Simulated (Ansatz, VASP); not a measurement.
Cd2S in VASP and in Ansatz

Contents of INCAR:

```
PREC = Accurate ; ENCUT = 520
EDIFF = 1E-7 ; ISMEAR = -1
SIGMA = 0.05 ; LREAL = False
LASPH = True ; NELM = 100
ALGO = Normal ; ISIF = 2
LWAVE = False ; LCHARG = False
NBANDS = 22
```

File KPOINTS:

```
regular mesh
0
Gamma
  8 8 5
```

POSCAR

```
Cd2S
1.0
    3.9626700490      0.0000000000      0.0000000000
   -1.9813350245      3.4317729293      0.0000000000
    0.0000000000      0.0000000000      5.8091920000
Cd S
2 1
Direct
    0.3333333333      0.6666666667      0.9327170000
    0.6666666667      0.3333333333      0.5787350000
    0.3333333333      0.6666666667      0.3657050000
```

The input input.yaml:

```yaml
crystal:
  lattice:
    - [3.962670049, 0.0, 0.0]
    - [-1.9813350245, 3.4317729293, 0.0]
    - [0.0, 0.0, 5.809192]
  atoms:
    - { symbol: Cd, position: [0.3333333333, 0.6666666667, 0.932717] }
    - { symbol: Cd, position: [0.6666666667, 0.3333333333, 0.578735] }
    - { symbol: S, position: [0.3333333333, 0.6666666667, 0.365705] }
hamiltonian:
  xc: lda
  pseudopotentials: { kind: paw }
kpoints:
  mp_grid: { grid: [8, 8, 5] }
  band_path:
    path:
      - [[0.0, 0.0, 0.0], [0.5, 0.0, 0.0], [0.3333333333, 0.3333333333, 0.0], [0.0, 0.0, 0.0], [0.0, 0.0, 0.5], [0.5, 0.0, 0.5], [0.3333333333, 0.3333333333, 0.5], [0.0, 0.0, 0.5]]
      - [[0.5, 0.0, 0.5], [0.5, 0.0, 0.0]]
      - [[0.3333333333, 0.3333333333, 0.0], [0.3333333333, 0.3333333333, 0.5]]
    npoints: 14
scf:
  occupations: { method: fermi_dirac, width: 0.05 }
  n_extra_bands: 7
output:
  forces: true
  stress: true
  eigenvalues: true
  fatbands: true
  write_density: true
  write_potential: true
  elf: true
  volumetric_format: npy
```

The cell comes from a database or a generator and needn't be the stable form of this composition.

Alike in both runs: functional LDA; k mesh 8 × 8 × 5; occupations fermi-dirac, width 0.05 eV; no spin polarisation.

```csv
,VASP,Ansatz
version,VASP 6.6.1,Ansatz 0.2.0
potentials or method,"VASP PAW LDA potentials, release 64 (Cd, S)",Ansatz PAW
plane-wave cutoff (eV),520,420
valence electrons in the cell,30,46
task,single point,band structure
```

```tsv
	VASP	Ansatz	Ansatz less VASP
gap on the k mesh at the Fermi level (eV)	0.24	0.25	+0.007
least direct gap on the mesh (eV)	0.56	0.57	+0.004
pressure (GPa)	-4.6	-4.9	-0.32
largest component of the traceless stress (GPa)	0.96	1.08	+0.118
rms of the force components (eV/Å)	0.072	0.078	+0.0063
```

Atom by atom the forces differ by 0.010 eV/Å (rms over components). The two sets of potentials don't hold the same shells in valence.

Caveats: an odd mesh through Γ misses points on the zone boundary, where band edges often lie (VASP); the PAW data sets come from PBE, with cores solved anew for the run's functional, which leaves a small shift of forces and pressure (Ansatz).
